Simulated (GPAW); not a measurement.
Runs of GPAW 26.7.0 on PtS2. Symmetry: P-3m1, No. 164, trigonal system. The conventional cell has a = 3.543 Å, b = 3.543 Å, c = 5.039 Å, α = 90.00°, β = 90.00°, γ = 120.00°. Pt (site symmetry -3m) is surrounded by 6 S at 2.34 Å. S (site symmetry 3m) is surrounded by 3 Pt at 2.34 Å. 

```csv
task,level,potentials or basis,spin,cell,k mesh,cutoff (eV),smearing,maxiter,band path,band points,spin axis theta (degrees),spin axis phi (degrees),gap on the mesh (eV),pressure (GPa),largest force (eV/Å)
single point,PBEsol,"PAW data sets generated in the run's folder for this functional, pw",off,"atoms moved at random, drawn with an rms of 0.05 Å",9 × 9 × 5,600,fermi-dirac 0.05 eV,150,-,-,-,-,0.80,4.6,1.12
band structure,PBEsol,"PAW data sets generated in the run's folder for this functional, pw","SOC, no magnetisation",as given,9 × 9 × 5,600,fermi-dirac 0.05 eV,150,"GMKGALHA,LM,KH",60,54.7,45,(b),6.4,0.97
dielectric tensor,LDA,"the program's PAW data sets (release 1.2.1) made for this functional, pw",off,as given,7 × 7 × 4,450,fermi-dirac 0.001 eV,150,-,-,-,-,0.70,-,-
single point,r2SCAN,"GPAW PAW data sets (gpaw-data 1.2.1), pw",off,as given,7 × 7 × 4,450,fermi-dirac 0.05 eV,120,-,-,-,-,(a),8.9,1.22
single point,TB-mBJ,"GPAW PAW data sets for LDA (gpaw-data 1.2.1), pw",off,as given,8 × 8 × 4,600,fermi-dirac 0.05 eV,150,-,-,-,-,1.29,-,-
band structure,PBEsol,"PAW data sets generated in the run's folder for this functional, pw",off,as given,9 × 9 × 5,600,fermi-dirac 0.05 eV,150,"GMKGALHA,LM,KH",60,-,-,0.93,6.4,0.97
single point,PBEsol,"PAW data sets generated in the run's folder for this functional, pw",off,as given,9 × 9 × 5,600,fermi-dirac 0.05 eV,150,-,-,-,-,0.93,6.4,0.97
```

**Question.** Estimate the missing entries.

**Answer.** (a) 0.98; (b) 0.88.

Caveats: spin-orbit coupling is left out, which moves the levels of the heavy elements (some runs); an odd mesh through Γ misses points on the zone boundary, where band edges often lie (some runs); the PAW data sets were made with another functional, which shifts forces and pressure a little (some runs); spin-orbit coupling was added after a scalar SCF, so levels and gaps hold it while energy, forces, pressure and moments don't (some runs); this program's spin-orbit splittings come out too wide for heavy elements (some runs); the gap is small at this level, which inflates the dielectric constant (some runs); the long-wavelength limit can be off by several per cent where d states take part (some runs).

A k mesh can miss the band edges, and rows without SOC leave out spin-orbit coupling on Pt.
